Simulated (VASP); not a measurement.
Set up this calculation in VASP 6.6.1, as the native input.

```
Task                   : single point
Functional             : PBE
Potentials or basis    : VASP PAW PBE potentials, release 64 (Cr_pv, O)
Cutoff                 : 520 eV
k mesh                 : 8 × 8 × 4
Occupations            : gaussian, width 0.05 eV
Spin                   : collinear spin, ferromagnetic start
Starting moments       : [3.0, 0.0, 0.0] μB
Hubbard terms          : Cr d U = 7 eV
Further INCAR settings : ALGO = Normal; EDIFF = 1e-06
```

The structure of CrO2 lies in POSCAR:

```
CrO2
1.0
    2.7798784700      0.0000000000      0.0000000000
   -1.3899392400      2.4074453800      0.0000000000
    0.0000000000      0.0000000000      4.4845209400
Cr O
1 2
Direct
    0.0000000000      0.0000000000      0.0000000000
    0.3333333333      0.6666666667      0.2520000000
    0.6666666667      0.3333333333      0.7480000000
```

Measurements of this composition are mostly on another form, of space group No. 136.

These files were run (other wordings do the same):

INCAR

```
SYSTEM = CrO2
  ALGO = Normal
  EDIFF = 1E-6
  ENCUT = 520
  GGA = PE
  ISIF = 2
  ISMEAR = 0
  ISPIN = 2
  LASPH = .True.
  LCHARG = .True.
  LDAU = .True.
  LDAUJ = 0 0
  LDAUL = 2 -1
  LDAUPRINT = 1
  LDAUTYPE = 2
  LDAUU = 7 0
  LELF = .True.
  LMAXMIX = 4
  LORBIT = 11
  LREAL = .False.
  LVHAR = .True.
  LWAVE = .False.
  MAGMOM = 3 0 0
  NELM = 100
  PREC = Accurate
  SIGMA = 0.05
```

KPOINTS

```
k-points
0
Gamma
  8 8 4
  0 0 0
```

Potentials or basis: VASP PAW PBE potentials, release 64 (Cr_pv, O).

The run is started by

```sh
$ cat potpaw_PBE.64/Cr_pv/POTCAR potpaw_PBE.64/O/POTCAR > POTCAR
$ mpirun -np 1 vasp_std > vasp.out
```

It gave:

* Pressure: 17.9 GPa
* Largest force: 0.794 eV/Å
* Band gap on the k mesh: none (metal or under the smearing width)
* Net moment: 2.00 μB per cell
* Site moments: Cr +2.92; O -0.42 μB
* Valence electrons inside the program's atomic spheres: Cr 10.83; O 4.96

Caveat: a cell with one magnetic atom can't hold antiferromagnetic order, which such compounds often take.

Run time: 52 s on 1 thread of Intel(R) Xeon(R) Platinum 8259CL CPU @ 2.50GHz (Skylake/Cascade Lake), on a shared host, peak memory 0.18 GiB.
